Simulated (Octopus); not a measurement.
# W (Fm-3m) in Octopus: reference runs

Reference runs on W: the cell as given.

Program: Octopus 16.4. These are calculated values, not measurements. Logs are shortened: lines on timing, memory, paths and dates and some standing lists are left out, and cuts for length are marked.

**1. The structure**

The structure is cubic, space group Fm-3m (No. 225). The conventional cell has a = 4.060 Å, b = 4.060 Å, c = 4.060 Å, α = 90.00°, β = 90.00°, γ = 90.00°. W (site symmetry m-3m) is surrounded by 12 W at 2.87 Å.

This isn't the form of W at room conditions, which is bcc.

**2. Single point, PBEsol**

inp

```
CalculationMode = gs
UnitsOutput = eV_Angstrom
PeriodicDimensions = 3
ExperimentalFeatures = yes
PseudopotentialSet = pseudodojo_pbesol
%LatticeParameters
 1*angstrom | 1*angstrom | 1*angstrom
%
%LatticeVectors
 0 | 2.03 | 2.03
 2.03 | 0 | 2.03
 2.03 | 2.03 | 0
%
%ReducedCoordinates
 "W" | 0 | 0 | 0
%
%Spacing
 0.13670731*angstrom | 0.13670731*angstrom | 0.13670731*angstrom
%
DerivativesOrder = 8
%KPointsGrid
 11 | 11 | 11
%
KPointsUseSymmetries = yes
XCFunctional = gga_x_pbe_sol + gga_c_pbe_sol
SmearingFunction = fermi_dirac
Smearing = 0.05*eV
ExtraStates = 7
Eigensolver = chebyshev_filter
ConvRelDens = 3e-7
MaximumIter = 120
```

Potentials or basis: pseudodojo_pbesol (PseudoDojo 0.4, PBEsol).

Started as:

```bash
OMP_NUM_THREADS=1 octopus > out.log
```

out.log:

```text
Running octopus

[... 13 lines left out ...]

Input: [AllElectronType = no]
Input: [PseudopotentialSet = pseudodojo_pbesol]
Reading Coordinates from ReducedCoordinates block

****************************** Species *******************************
  Species 'W'
    type             : pseudopotential
    file             : 'W.upf'
    file format      : UPF2
    valence charge   : 14.0
    atomic number    :  74
    form on file     : kleinman-bylander
    lmax             : 3
    llocal           : -1
    projectors per l : 2
    total projectors : 8
    application form : kleinman-bylander
    orbitals         : 10
    bound orbitals   : 10

**********************************************************************

***************************** Symmetries *****************************
Space group No.  225
International: Fm-3m
Schoenflies: Oh^5
Info: The system has    48 symmorphic symmetries that can be used.
  Index                Rotation matrix                      Fractional translations
    1 :     1   0   0     0   1   0     0   0   1      0.000000    0.000000    0.000000
    2 :    -1   0   0     0  -1   0     0   0  -1      0.000000    0.000000    0.000000
    3 :     1   0  -1     1   0   0     1  -1   0      0.000000    0.000000    0.000000
    4 :    -1   0   1    -1   0   0    -1   1   0      0.000000    0.000000    0.000000
    5 :     0   1  -1     1   0  -1     0   0  -1      0.000000    0.000000    0.000000
    6 :     0  -1   1    -1   0   1     0   0   1      0.000000    0.000000    0.000000
[... 40 lines left out ...]
   47 :     0   1  -1    -1   1   0     0   1   0      0.000000    0.000000    0.000000
   48 :     0  -1   1     1  -1   0     0  -1   0      0.000000    0.000000    0.000000
Info: The system also has     0 nonsymmorphic symmetries (not used for electrons).
**********************************************************************

Input: [CurvMethod = curv_affine]
Input: [DerivativesStencil = stencil_stargeneral]

[... 228 lines left out ...]
      1       5      -60.088468    2.000000   ( 9.4E-06)
      1       6      -60.086578    2.000000   ( 2.6E-06)
      1      10      -60.076563    2.000000   ( 8.5E-06)
      1       7      -60.071483    2.000000   ( 7.5E-06)
[... 23 lines left out ...]
     14       7       36.191853    0.000000   ( 1.5E-01)
     14      53       36.421329    0.000000   ( 1.2E-01)
     14      42       36.437787    0.000000   ( 1.5E-01)
     14       9       36.661704    0.000000   ( 1.6E-01)
     14      52       36.790155    0.000000   ( 1.1E-01)
     14      14       36.818130    0.000000   ( 1.5E-01)
     14      34       36.932132    0.000000   ( 1.7E-01)
     14      19       39.211889    0.000000   ( 1.4E-01)

Density of states:

-------------------------%--------------------------------------------
-------------------------%--------------------------------------------
-------------------------%--------------------------------------------
-------------------------%--------------------------------------------
-------------------------%--------------------------------------------
-------------------------%--------------------------------------------
%------------------------%--------------------------------------------
%------------------------%-----------------------%%%--%-------%-------
%-----------------------%%---------------------%%%%%%%%-----%%%%------
%-----------------------%%--------------------%%%%%%%%%%%%%%%%%%%%%%--
                                                   ^

Fermi energy =    12.721097 eV

**********************************************************************

** Warning:
**   Symmetrization discrepancy ratio (scalar) =  7.97845E-02

*********************** SCF CYCLE ITER #    2 ************************
 etot  = -2.05418310E+03 abs_ev   =  5.45E+00 rel_ev   =  2.56E-02
 ediff =        3.46E-01 abs_dens =  1.16E-01 rel_dens =  8.25E-03
Matrix vector products: 1400
Converged eigenvectors: 0
[... 115 lines left out ...]
*********************** SCF CYCLE ITER #   12 ************************
 etot  = -2.06296857E+03 abs_ev   =  1.59E-05 rel_ev   =  7.28E-08
 ediff =        8.46E-07 abs_dens =  2.06E-07 rel_dens =  1.47E-08
Matrix vector products: 1400
Converged eigenvectors: 434

#  State  KPoint  Eigenvalue [eV]  Occupation    Error
      1       1      -61.392492    2.000000   ( 2.9E-08)
      1       2      -61.384816    2.000000   ( 2.8E-08)
      1       3      -61.382260    2.000000   ( 2.8E-08)
      1       4      -61.372821    2.000000   ( 1.2E-08)
      1       5      -61.365949    2.000000   ( 1.2E-08)
      1       6      -61.364177    2.000000   ( 1.0E-08)
      1      10      -61.354779    2.000000   ( 1.6E-08)
      1       7      -61.350016    2.000000   ( 1.6E-08)
[... 23 lines left out ...]
     14      54       33.983089    0.000000   ( 1.3E-02)
     14      36       33.987087    0.000000   ( 1.2E-02)
     14       7       34.249642    0.000000   ( 5.2E-02)
     13      12       34.613944    0.000000   ( 2.2E-02)
     14      53       34.756760    0.000000   ( 4.7E-02)
     14      12       35.161870    0.000000   ( 5.7E-02)
     14      51       35.166706    0.000000   ( 2.7E-02)
     14      52       35.561076    0.000000   ( 1.6E-02)

Density of states:

--------------------------%-------------------------------------------
--------------------------%-------------------------------------------
--------------------------%-------------------------------------------
--------------------------%-------------------------------------------
-------------------------%%-------------------------------------------
%------------------------%%-------------------------%-----------------
%------------------------%%------------------------%%---%-------%-----
%------------------------%%----------------------%%%%%%%%------%%--%--
%------------------------%%----------------------%%%%%%%%--%-%%%%%%%--
%------------------------%%---------------------%%%%%%%%%%%%%%%%%%%%%-
                                                    ^

Fermi energy =    12.292662 eV

**********************************************************************

Info: SCF converged in   12 iterations

** Warning:
**   Some of the states are not fully converged!

Info: Number of matrix-vector products:      16800
Info: Finished writing information to 'restart/gs'.

Octopus emitted 15 warnings.
```

Wall time 3.9 min (1 thread of AMD EPYC 7R43 (Zen 3), shared host); peak memory 0.59 GiB.

Results:

```yaml
Free_energy: -2062.9772 eV
Band_gap_on_the_k_mesh: none (metal or under the smearing width)
```

Levels at points of the mesh, in eV from the Fermi level:
| k point | band 3 | band 4 | band 5 | band 6 | band 7 | band 8 | band 9 | band 10 | band 11 | band 12 |
| --- | --- | --- | --- | --- | --- | --- | --- | --- | --- | --- |
| (0.00, 0.00, 0.00) | -37.33 | -37.33 | -8.90 | -0.54 | -0.54 | -0.54 | 2.49 | 2.49 | 12.78 | 17.83 |

Spin-orbit coupling is left out, which matters for the levels of W.
